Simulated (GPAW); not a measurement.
## A GW chain in GPAW: SiC (P6_3mc)

Wanted: ground state, empty states, screening and self-energy for SiC (P6_3mc).

Program: GPAW 26.7.0. Level of theory: PBE and many-body steps on it, plane waves. Results are calculated unless marked as measured.

**Experimental background.**

- Gap 3.285 eV: band gap at low temperature, quoted from earlier experiments; bulk crystal (quoted in “Excitation properties of the divacancy in 4H-SiC”, 2018, arxiv:1804.01167).

- Gap 3.26 eV: band gap of pure 4H-SiC, stated as experimental; bulk crystal (pure 4H-SiC, measurement details not given) (quoted in “IBIL Measurement and Optical Simulation of the DI Center in 4H-SiC”, 2023, pmc:10096426).

- Gap 3.2 eV: experimental band gap quoted from earlier work; bulk crystal (quoted in “Local vibrational modes of Si vacancy spin qubits in SiC”, 2020, arxiv:2002.00067).

Most raw output is cut from this account.

**1. The starting structure**

It takes space group P6_3mc (No. 186, hexagonal). The conventional cell has a = 3.076 Å, b = 3.076 Å, c = 10.071 Å, α = 90.00°, β = 90.00°, γ = 120.00°. Nearest to Si lie 4 C at 1.88 to 1.89 Å. C has 4 Si at 1.88 to 1.89 Å nearest. Nearest to C lie 4 Si at 1.88 to 1.89 Å. Farther neighbours are not listed.

As a file:

```cif
data_structure
_symmetry_space_group_name_H-M 'P 1'
_symmetry_Int_Tables_number 1
_cell_length_a 3.0757
_cell_length_b 3.0757
_cell_length_c 10.0706
_cell_angle_alpha 90.000
_cell_angle_beta 90.000
_cell_angle_gamma 120.000
_cell_volume 82.50
loop_
_atom_site_label
_atom_site_type_symbol
_atom_site_fract_x
_atom_site_fract_y
_atom_site_fract_z
_atom_site_occupancy
Si1 Si 0.66667 0.33333 0.93784 1
Si2 Si 0.33333 0.66667 0.43784 1
Si3 Si 0.00000 0.00000 0.68789 1
Si4 Si 0.00000 0.00000 0.18789 1
C5 C 0.66667 0.33333 0.74980 1
C6 C 0.33333 0.66667 0.24980 1
C7 C 0.00000 0.00000 0.50046 1
C8 C 0.00000 0.00000 0.00046 1
```

The cell and positions are those that the Materials Project relaxed with its own functionals (PBE, PBE+U or r2SCAN), kept fixed.

**2. Ground state**

This step: GPAW 26.7.0; DFT, PBE, plane waves, PAW.

The ground-state density comes first.

Input file run.py:

```python
import json
import numpy as np
from gpaw.mpi import world
from ase import Atoms
from gpaw import GPAW, PW, FermiDirac

atoms = Atoms(['Si', 'Si', 'Si', 'Si', 'C', 'C', 'C', 'C'],
    cell=[[3.0756941497, 0.0000000000, 0.0000000000],
      [-1.5378470748, 2.6636292679, 0.0000000000],
      [0.0000000000, 0.0000000000, 10.0706464800]],
    scaled_positions=[[0.6666666667, 0.3333333333, 0.9378419800],
      [0.3333333333, 0.6666666667, 0.4378419800],
      [0.0000000000, 0.0000000000, 0.6878943800],
      [0.0000000000, 0.0000000000, 0.1878943800],
      [0.6666666667, 0.3333333333, 0.7498025900],
      [0.3333333333, 0.6666666667, 0.2498025900],
      [0.0000000000, 0.0000000000, 0.5004600500],
      [0.0000000000, 0.0000000000, 0.0004600500]],
    pbc=(True, True, True))
calc = GPAW(mode=PW(600),
    xc='PBE',
    kpts={'size': (9, 9, 4), 'gamma': True},
    occupations=FermiDirac(0.001),
    nbands=-10,
    convergence={'density': 1e-6, 'bands': -3},
    maxiter=100,
    txt='gs.txt')
atoms.calc = calc
res = {'energy': atoms.get_potential_energy()}
kpts = calc.get_ibz_k_points()
res['kpts'] = kpts
res['eigenvalues'] = [calc.get_eigenvalues(kpt=k) for k in range(len(kpts))]
res['n_electrons'] = calc.get_number_of_electrons()
calc.write('gs.gpw')

if world.rank == 0:
    with open('result.json', 'w') as f:
        json.dump(res, f, default=lambda x: x.tolist())
```

Run with:

```console
mpirun -n 4 gpaw python run.py
```

Wall time 29 s (4 MPI ranks of Arm Neoverse V1, shared host); peak memory 0.79 GiB; 1.9 min of CPU time.

Numbers from this step:

```yaml
total_energy: -59.8828 eV
gap: 2.333 eV
k_of_the_valence_top: 0, 0, 0
k_of_the_conduction_bottom: 0.4444, 0, 0
least_direct_gap: 3.425 eV
```

The gap is indirect, with the least direct gap 1.09 eV higher.

**3. Bands along the symmetry lines**

The cheap functional maps the bands first; the places of the edges decide which points the dearer methods must see.

Input file run.py:

```python
import json
import numpy as np
from gpaw.mpi import world
from gpaw import GPAW

path = [[0.000000, 0.000000, 0.000000],
    [0.062500, 0.000000, 0.000000],
    [0.125000, 0.000000, 0.000000],
    [0.187500, 0.000000, 0.000000],
    [0.250000, 0.000000, 0.000000],
    [0.312500, 0.000000, 0.000000],
    [0.375000, 0.000000, 0.000000],
    [0.437500, 0.000000, 0.000000],
    [0.500000, 0.000000, 0.000000],
    [0.479167, 0.041667, 0.000000],
    [0.458333, 0.083333, 0.000000],
    [0.437500, 0.125000, 0.000000],
    [0.416667, 0.166667, 0.000000],
    [0.395833, 0.208333, 0.000000],
    [0.375000, 0.250000, 0.000000],
    [0.354167, 0.291667, 0.000000],
    [0.333333, 0.333333, 0.000000],
    [0.291667, 0.291667, 0.000000],
    [0.250000, 0.250000, 0.000000],
    [0.208333, 0.208333, 0.000000],
    [0.166667, 0.166667, 0.000000],
    [0.125000, 0.125000, 0.000000],
    [0.083333, 0.083333, 0.000000],
    [0.041667, 0.041667, 0.000000],
    [0.000000, 0.000000, 0.000000],
    [0.000000, 0.000000, 0.062500],
    [0.000000, 0.000000, 0.125000],
    [0.000000, 0.000000, 0.187500],
    [0.000000, 0.000000, 0.250000],
    [0.000000, 0.000000, 0.312500],
    [0.000000, 0.000000, 0.375000],
    [0.000000, 0.000000, 0.437500],
    [0.000000, 0.000000, 0.500000],
    [0.062500, 0.000000, 0.500000],
    [0.125000, 0.000000, 0.500000],
    [0.187500, 0.000000, 0.500000],
    [0.250000, 0.000000, 0.500000],
    [0.312500, 0.000000, 0.500000],
    [0.375000, 0.000000, 0.500000],
    [0.437500, 0.000000, 0.500000],
    [0.500000, 0.000000, 0.500000],
    [0.479167, 0.041667, 0.500000],
    [0.458333, 0.083333, 0.500000],
    [0.437500, 0.125000, 0.500000],
    [0.416667, 0.166667, 0.500000],
    [0.395833, 0.208333, 0.500000],
    [0.375000, 0.250000, 0.500000],
    [0.354167, 0.291667, 0.500000],
    [0.333333, 0.333333, 0.500000],
    [0.291667, 0.291667, 0.500000],
    [0.250000, 0.250000, 0.500000],
    [0.208333, 0.208333, 0.500000],
    [0.166667, 0.166667, 0.500000],
    [0.125000, 0.125000, 0.500000],
    [0.083333, 0.083333, 0.500000],
    [0.041667, 0.041667, 0.500000],
    [0.000000, 0.000000, 0.500000],
    [0.500000, 0.000000, 0.500000],
    [0.500000, 0.000000, 0.437500],
    [0.500000, 0.000000, 0.375000],
    [0.500000, 0.000000, 0.312500],
    [0.500000, 0.000000, 0.250000],
    [0.500000, 0.000000, 0.187500],
    [0.500000, 0.000000, 0.125000],
    [0.500000, 0.000000, 0.062500],
    [0.500000, 0.000000, 0.000000],
    [0.333333, 0.333333, 0.500000],
    [0.333333, 0.333333, 0.437500],
    [0.333333, 0.333333, 0.375000],
    [0.333333, 0.333333, 0.312500],
    [0.333333, 0.333333, 0.250000],
    [0.333333, 0.333333, 0.187500],
    [0.333333, 0.333333, 0.125000],
    [0.333333, 0.333333, 0.062500],
    [0.333333, 0.333333, 0.000000]]
calc = GPAW('gs.gpw').fixed_density(kpts=path,
    symmetry='off',
    nbands=26,
    convergence={'bands': 22},
    txt='bands.txt')
res = {}
kpts = calc.get_ibz_k_points()
res['kpts'] = kpts
res['eigenvalues'] = [calc.get_eigenvalues(kpt=k) for k in range(len(kpts))]
res['n_electrons'] = calc.get_number_of_electrons()

if world.rank == 0:
    with open('result.json', 'w') as f:
        json.dump(res, f, default=lambda x: x.tolist())
```

Run with:

```console
mpirun -n 4 gpaw python run.py
```

Run time: 53 s. Hardware: 4 MPI ranks; peak memory 0.91 GiB; 3.5 min of CPU time.

Numbers from this step:

| Property | Result |
| --- | --- |
| gap | 2.219 eV |
| k of the valence top | 0, 0, 0 |
| k of the conduction bottom | 0.5, 0, 0 |
| least direct gap | 3.344 eV |

The gap is 2.219 eV, −0.114 eV from the run before at this level.

Electronic bands along the path, in eV, zero at the top of the highest filled band:

| point | band 13 | band 14 | band 15 | band 16 | band 17 | band 18 | band 19 | band 20 |
| --- | --- | --- | --- | --- | --- | --- | --- | --- |
| Γ | -0.58 | -0.05 | 0.00 | 0.00 | 5.12 | 5.70 | 6.34 | 6.35 |
| halfway | -1.67 | -1.63 | -0.84 | -0.55 | 3.79 | 4.30 | 5.08 | 6.13 |
| M | -2.37 | -2.23 | -1.58 | -1.12 | 2.22 | 2.35 | 4.23 | 4.75 |
| halfway | -3.21 | -2.57 | -1.93 | -1.85 | 3.14 | 3.98 | 4.72 | 6.09 |
| K | -4.00 | -2.88 | -2.88 | -1.67 | 3.97 | 3.97 | 5.19 | 5.59 |
| halfway | -2.51 | -2.08 | -1.56 | -0.93 | 4.70 | 4.92 | 5.29 | 6.34 |
| Γ | -0.58 | -0.05 | 0.00 | 0.00 | 5.12 | 5.70 | 6.34 | 6.35 |
| halfway | -0.41 | -0.41 | -0.06 | -0.06 | 5.17 | 5.55 | 6.53 | 6.61 |
| A | -0.21 | -0.21 | -0.21 | -0.21 | 5.33 | 5.33 | 6.80 | 6.80 |
| halfway | -1.28 | -1.28 | -0.92 | -0.92 | 3.96 | 3.96 | 5.57 | 5.57 |
| L | -2.51 | -2.51 | -1.56 | -1.56 | 2.64 | 2.64 | 4.21 | 4.21 |
| halfway | -3.23 | -3.23 | -2.05 | -2.05 | 3.52 | 3.52 | 5.50 | 5.50 |
| H | -2.76 | -2.76 | -2.46 | -2.46 | 3.23 | 3.23 | 6.69 | 6.69 |
| halfway | -2.15 | -2.15 | -1.04 | -1.04 | 4.95 | 4.95 | 5.53 | 5.53 |
| A | -0.21 | -0.21 | -0.21 | -0.21 | 5.33 | 5.33 | 6.80 | 6.80 |
| jump to L | -2.51 | -2.51 | -1.56 | -1.56 | 2.64 | 2.64 | 4.21 | 4.21 |
| halfway | -2.49 | -1.97 | -1.89 | -1.24 | 2.46 | 2.46 | 4.02 | 4.78 |
| M | -2.37 | -2.23 | -1.58 | -1.12 | 2.22 | 2.35 | 4.23 | 4.75 |
| jump to H | -2.76 | -2.76 | -2.46 | -2.46 | 3.23 | 3.23 | 6.69 | 6.69 |
| halfway | -3.58 | -2.65 | -2.65 | -2.00 | 3.54 | 3.54 | 5.62 | 6.19 |
| K | -4.00 | -2.88 | -2.88 | -1.67 | 3.97 | 3.97 | 5.19 | 5.59 |

**4. Empty states on the mesh, 6×6×2 mesh, 119 bands**

The sums over transitions need many empty states on a uniform mesh; this step solves for them.

Input file run.py:

```python
import json
import numpy as np
from gpaw.mpi import world
from gpaw import GPAW

calc = GPAW('gs.gpw').fixed_density(kpts={'size': (6, 6, 2), 'gamma': True},
    nbands=138,
    convergence={'bands': 119},
    txt='nscf.txt')
calc.write('full.gpw', mode='all')
res = {}
kpts = calc.get_ibz_k_points()
res['kpts'] = kpts
res['eigenvalues'] = [calc.get_eigenvalues(kpt=k) for k in range(len(kpts))]
res['n_electrons'] = calc.get_number_of_electrons()

if world.rank == 0:
    with open('result.json', 'w') as f:
        json.dump(res, f, default=lambda x: x.tolist())
```

Run with:

```console
mpirun -n 4 gpaw python run.py
```

The job ended after 55 s (4 MPI ranks; peak memory 0.92 GiB).

This step gave:

| Item | Value |
| --- | --- |
| gap | 2.219 eV |
| k of the valence top | 0, 0, 0 |
| k of the conduction bottom | 0.5, 0.5, 0 |
| least direct gap | 3.344 eV |
| k points computed | 14 |
| lowest point of the top converged band, above the valence top | 55.8331 eV |

On this mesh the gap is 2.219 eV.

**5. Screening and self-energy, 6×6×2 mesh, 109 bands, screening to 70 eV**

Now the one-shot GW correction: screening in the RPA, then the self-energy of the levels asked for.

This step: G0W0 on PBE, plane waves, PAW.

Input file run.py:

```python
import json
import numpy as np
from gpaw.mpi import world
from gpaw.response.g0w0 import G0W0

gw = G0W0('full.gpw',
    filename='gw',
    kpts=[0, 12],
    bands=(14, 18),
    ecut=70,
    nbands=109,
    integrate_gamma='WS',
    ppa=True)
gw.calculate()
res = {mode: {k: v for k, v in r.items() if k != 'sigma_eskwn'}
       for mode, r in gw.all_results.items()}

if world.rank == 0:
    with open('result.json', 'w') as f:
        json.dump(res, f, default=lambda x: x.tolist())
```

Run with:

```console
mpirun -n 4 gpaw python run.py
```

Run time: 98 s. Hardware: 4 MPI ranks; peak memory 1.5 GiB.

This step gave:

| Property | Result |
| --- | --- |
| G0W0 gap on the points computed | 2.784 eV |
| least direct G0W0 gap on the computed points | 4.060 eV |
| Z at the valence top | 0.8030 |
| Z at the conduction bottom | 0.8246 |
| starting gap on the mesh | 2.219 eV |
| k of the valence top | 0, 0, 0 |
| k of the conduction bottom | 0.5, 0.5, 0 |

The gap on the mesh goes from 2.22 eV to 2.78 eV, a correction of +0.56 eV. The start differs from the 2.33 eV found before because the two sample other k points.

Limits: finite bands, cutoff and mesh. v1 is the top filled band, c1 the lowest empty one. Levels before and after the correction, in eV, zero at the valence-band top of each column:

|  | conduction bottom | valence top |
| --- | --- | --- |
| Kohn-Sham | 2.22 | 0.00 |
| G0W0 | 2.78 | 0.00 |

|  | level | energy (eV) |
| --- | --- | --- |
| Kohn-Sham | Γ v2-v1 | 0.000 |
| Kohn-Sham | Γ c1 | 5.116 |
| Kohn-Sham | Γ c2 | 5.699 |
| Kohn-Sham | (0.5 0.5 0) v2 | -1.581 |
| Kohn-Sham | (0.5 0.5 0) v1 | -1.125 |
| Kohn-Sham | (0.5 0.5 0) c1 | 2.219 |
| Kohn-Sham | (0.5 0.5 0) c2 | 2.349 |
| G0W0 | Γ v2-v1 | 0.000 |
| G0W0 | Γ c1 | 6.026 |
| G0W0 | Γ c2 | 6.634 |
| G0W0 | (0.5 0.5 0) v2 | -1.791 |
| G0W0 | (0.5 0.5 0) v1 | -1.276 |
| G0W0 | (0.5 0.5 0) c1 | 2.784 |
| G0W0 | (0.5 0.5 0) c2 | 2.917 |

**6. Where the time went**

Times are wall times on 4 MPI ranks of Arm Neoverse V1, shared host, good to a factor of about two.

| step | time | share | memory (GiB) |
| --- | --- | --- | --- |
| ground state | 29 s | 12 % | 0.79 |
| bands along the symmetry lines | 53 s | 23 % | 0.91 |
| empty states on the mesh | 55 s | 23 % | 0.92 |
| screening and self-energy | 98 s | 42 % | 1.5 |

**7. Summary of results**

- PBE gap: 2.22 eV, indirect
- G0W0 gap on the mesh: 2.78 eV
- GW settings: 6×6×2 mesh, 109 bands, screening to 70 eV, Godby-Needs plasmon pole
- known limits: not at the basis limit

What this shows: G0W0 moves the gap on the mesh from 2.22 eV to 2.78 eV (+0.56 eV), with Z of 0.80 and 0.82 at the edges. Only 2 of the mesh's irreducible points were corrected, so a valley elsewhere could overtake. The dearest step here is «screening and self-energy». Against experiment, by G0W0@PBE: the gap of 2.78 eV lies −0.50 eV from the measured 3.285 eV (kind not stated, quoted 2018); the gap of 2.78 eV lies −0.48 eV from the measured 3.26 eV (kind not stated, quoted 2023); the gap of 2.78 eV lies −0.42 eV from the measured 3.2 eV (kind not stated, quoted 2020). The calculation has static nuclei and no excitons; a measured gap holds zero-point and thermal motion, which mostly lowers it. Bands and cutoff are finite, so the gap is not at the basis limit. The miss can reach some tenths of an eV and take either sign; the mesh is an error of its own. These stock PAW sets were not made for GW. In the G0W0 run levels were corrected at 2 k points alone, so a gap called «on the mesh» is the least over those, and an edge elsewhere would be missed.

[Paths, hosts, dates, memory and timing lines, banners, echoed tables and standing remarks are left out of the program output.]

[Logs are printed without paths, hosts, clocks, repeated set-up lines and the standing remarks that a program may print on its own settings, such as how far it seeks lower states.]

[Runs of the session that timed out or met a known fault of the program may be left out.]

[Hosts, paths, dates, database ids (printed as entryN), source tags and the programs' standing remarks are cut or masked in the printed files.]
